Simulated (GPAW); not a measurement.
MnO:

```xyz
2
Lattice="0.0000 2.2220 2.2220 2.2220 0.0000 2.2220 2.2220 2.2220 0.0000" Properties=species:S:1:pos:R:3 pbc="T T T"
Mn    0.0000    0.0000    0.0000
O     2.2220    2.2220    2.2220
```

Base run:

* Program: GPAW 26.7.0
* Functional: r2SCAN
* Potentials or basis: GPAW PAW data sets (gpaw-data 1.2.1)
* Cutoff: 800 eV
* Basis: pw
* k mesh: 7 × 7 × 7
* Occupations: fermi-dirac, width 0.05 eV
* Spin: collinear spin, ferromagnetic start
* Starting moments: [4.0, 0.0] μB
* Hubbard terms: Mn d U = 3 eV

Its results: band gap on the k mesh 0.72 eV, indirect (least direct gap 3.23 eV); pressure 6.2 GPa; net moment 5.00 μB per cell; site moments Mn +4.54; O +0.15 μB.

The run is repeated on the same cell with these changes: hubbard terms from Mn d U = 3 eV to Mn d U = 2 eV. What comes out?

Band gap on the k mesh 0.45 eV, indirect (least direct gap 3.21 eV); pressure 5.4 GPa; net moment 5.00 μB per cell; site moments Mn +4.51; O +0.17 μB.

Caveats: the PAW data sets were made with another functional, which shifts forces and pressure a little; an odd mesh through Γ misses points on the zone boundary, where band edges often lie; a cell with one magnetic atom can't hold antiferromagnetic order, which such compounds often take.
